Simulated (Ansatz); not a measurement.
System: fluorite SrF2. Method: PBE (Ansatz, a first-principles code, PAW).

Numerical settings: plane-wave cutoff 520 eV, 10×10×10 k mesh, Fermi–Dirac smearing 0.01 eV, scalar-relativistic PAW data made under PBE.

The volume scan:

| V (Å³/atom) | E − E_lowest (meV/atom) | P (GPa) |
|---|---|---|
| 15.741 | 13.64 | 4.61 |
| 16.076 | 5.83 | 2.90 |
| 16.411 | 1.40 | 1.37 |
| 16.746 | 0.00 | 0.00 |
| 17.081 | 1.30 | -1.22 |
| 17.416 | 5.02 | -2.32 |
| 17.751 | 10.90 | -3.29 |

Problem. Estimate the bulk modulus from the pressures at 16.411 and 17.081 Å³/atom, and compare it with a fit to all energies.

Solution. B = −V dP/dV. Between V = 16.411 and 17.081 Å³/atom, dP/dV = (-1.22 − (1.37))/(17.081 − 16.411) = -3.87 GPa per Å³/atom; at the midpoint 16.746 Å³/atom this gives B ≈ 64.7 GPa. The third-order Birch–Murnaghan fit gives V0 = 16.746 Å³/atom, B0 = 64.6 GPa, B′ = 4.6, which lies within 1 % of that estimate.

Measured, for comparison: bulk modulus 69 GPa (temperature not stated, no zero-point or thermal correction; as tabulated in On the Morphology of Group II Metal Fluoride Nanocrystals at Finite Temperature …). Computed (rounded) less measured: bulk modulus -6 %.

The computed numbers hold no vibrational or temperature effects.
